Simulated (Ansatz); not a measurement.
TePt₃: from a trial structure to a relaxed crystal

Method: Ansatz 0.2.0, DFT PBE, scalar-relativistic, plane waves, PAW. Cutoff 420 eV, Γ-centred k mesh, Gaussian smearing, no spin polarisation in the final step.

This is the end of a relaxation of cell and atoms.

```
CELL_PARAMETERS angstrom
5.69431 0.00000 0.00000
-2.84715 4.93142 0.00000
0.00000 0.00000 5.00628
ATOMIC_POSITIONS crystal
Te 0.33333 0.66667 0.25000
Te 0.66667 0.33333 0.75000
Pt 0.83553 0.67107 0.25000
Pt 0.16447 0.83553 0.75000
Pt 0.32893 0.16447 0.25000
Pt 0.16447 0.32893 0.75000
Pt 0.83553 0.16447 0.25000
Pt 0.67107 0.83553 0.75000
```

The zero of energy is the elements' standard structures at the same level; no fitted shifts are applied.

Question: What space group does it have?

Answer: P6_3/mmc (No. 194). Conventional cell: a = 5.694 Å, c = 5.006 Å. Te is coordinated by 12 Pt at 2.85–3.01 Å; Pt has 8 Pt at 2.81–2.98 Å and 4 Te at 2.85–3.01 Å.

Question: What is its formation energy per atom?

Answer: 0.12 eV/atom.

Question: Is it a metal?

Answer: Yes, bands cross the Fermi level on the 12×12×8 mesh.

The final run used a 12×12×8 mesh on its 8-atom cell and 0.10 eV smearing. For metals, differences of a few meV/atom aren't resolved. Spin–orbit coupling is left out. The cell came from a trial start, so TePt₃ may not exist in this structure.

Cost: 4 runs of about 9.6 core-minutes in all, on Arm Neoverse V2 (shared hosts).